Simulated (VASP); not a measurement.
A run of VASP 6.6.1 is set up as follows.

INCAR

```
ALGO = Normal ; EDIFF = 1E-6
ENCUT = 520 ; ISIF = 2
ISMEAR = 0 ; ISPIN = 2
LASPH = True ; LCHARG = True
LDAU = True ; LDAUJ = 0 0
LDAUL = 2 -1 ; LDAUPRINT = 1
LDAUTYPE = 2 ; LDAUU = 4 0
LELF = True ; LMAXMIX = 4
LORBIT = 11 ; LREAL = False
LVHAR = True ; LWAVE = False
MAGMOM = 1 0 ; NELM = 60
PREC = Accurate ; SIGMA = 0.05
```

File KPOINTS:

```
k-points
0
Gamma
  6 6 6
```

File POSCAR:

```
RuS
1.0
    0.0000000000      2.5467554600      2.5467554600
    2.5467554600      0.0000000000      2.5467554600
    2.5467554600      2.5467554600      0.0000000000
Ru S
1 1
Direct
    0.5000000000      0.5000000000      0.5000000000
    0.0000000000      0.0000000000      0.0000000000
```

Potentials or basis: VASP PAW LDA potentials, release 64 (Ru_pv, S).

Command:

```console
$ cat potpaw_LDA.64/Ru_pv/POTCAR potpaw_LDA.64/S/POTCAR > POTCAR
$ mpirun -np 1 vasp_std > vasp.out
```

(1) What does it give for the pressure?

(2) What does it give for the net moment?

(3) What does it give for the site moments?

(4) Predict the band gap on the k mesh.

## Answers

(1) -15.3 GPa.

(2) 1.94 μB per cell.

(3) Ru +1.85; S +0.03 μB.

(4) none (metal or under the smearing width).
